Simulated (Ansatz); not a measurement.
## Ag in Ansatz: convergence with xc grid

Input of the first run (xc grid 1); the others differ in this setting and in those tied to it:

File input.yaml:

```yaml
crystal:
  lattice:
    - [-1.655654, 1.655654, 1.655654]
    - [1.655654, -1.655654, 1.655654]
    - [1.655654, 1.655654, -1.655654]
  atoms:
    - { symbol: Ag, position: [0.0, 0.0, 0.0] }
hamiltonian:
  xc: r2scan
  pseudopotentials: { kind: paw }
kpoints:
  mp_grid: { grid: [9, 9, 9] }
scf:
  occupations: { method: fermi_dirac, width: 0.1 }
output:
  forces: true
  stress: true
  eigenvalues: true
basis:
  xc_grid: 1
```

Potentials or basis: Ansatz PAW.

The run is started by

```sh
$ ansatz run input.yaml --threads 2 --pin off --max-ram 5632MiB --backend cpu --events-out ev --progress --plain --runs-dir out
```

This isn't the form of Ag at room conditions, which is fcc.

Hardware: 2 threads of Intel(R) Xeon(R) Processor @ 2.50GHz (Skylake/Cascade Lake), with other jobs on the host.

```csv
xc grid,"energy less the tightest run, at zero smearing (meV/atom)",SCF cycles,CPU time (s),peak memory (GiB)
1,-0.05,6,2.6,0.29
2,0.00,6,2.7,0.29
3,0.00,6,2.9,0.31
4,0.00,6,3.1,0.34
5,0.00,6,3.7,0.39
```

Against the tightest run, the energy stays within 1 meV/atom from 1 on. The tightest run that finished is the yardstick and may itself not be fully converged.
